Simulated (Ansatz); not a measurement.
Eu2O3:

```
Eu O
1.0
     3.78830    0.00000    0.00000
    -1.89415    3.28076    0.00000
     0.00000    0.00000    5.82084
Eu O
2 3
Direct
  0.33333 0.66667 0.24244
  0.66667 0.33333 0.75756
  0.33333 0.66667 0.65110
  0.66667 0.33333 0.34890
  0.00000 0.00000 0.00000
```

Measurements of this composition are mostly on another form, of space group No. 206.

Base run:

| Item | Value |
| --- | --- |
| Program | Ansatz 0.2.0 |
| Functional | PBEsol |
| Potentials or basis | Ansatz PAW |
| Cutoff | 420 eV (not typed: the program's choice for these potentials) |
| k mesh | 8 × 8 × 5 |
| Occupations | fermi-dirac, width 0.05 eV |
| Spin | no spin polarisation |

Its results: band gap on the k mesh none (metal or under the smearing width); pressure -12.2 GPa; largest force 0.665 eV/Å.

The run is repeated on the same cell with these changes: k mesh from 8 × 8 × 5 to 6 × 6 × 4; spin from no spin polarisation to non-collinear spin, random start. What comes out?

Band gap on the k mesh none (metal or under the smearing width); pressure -4.7 GPa; net moment 12.00 μB per cell; largest force 0.267 eV/Å.

Several settings changed at once, so the effect can't be laid on one alone.

Caveats: without U or exact exchange the open f shell lies at the Fermi level, which spoils levels, moments and volumes; the PAW data sets come from PBE, with cores solved anew for the run's functional, which leaves a small shift of forces and pressure; spin-orbit coupling is left out, which moves the levels of the heavy elements (some runs); the starting moments weren't kept (some runs).
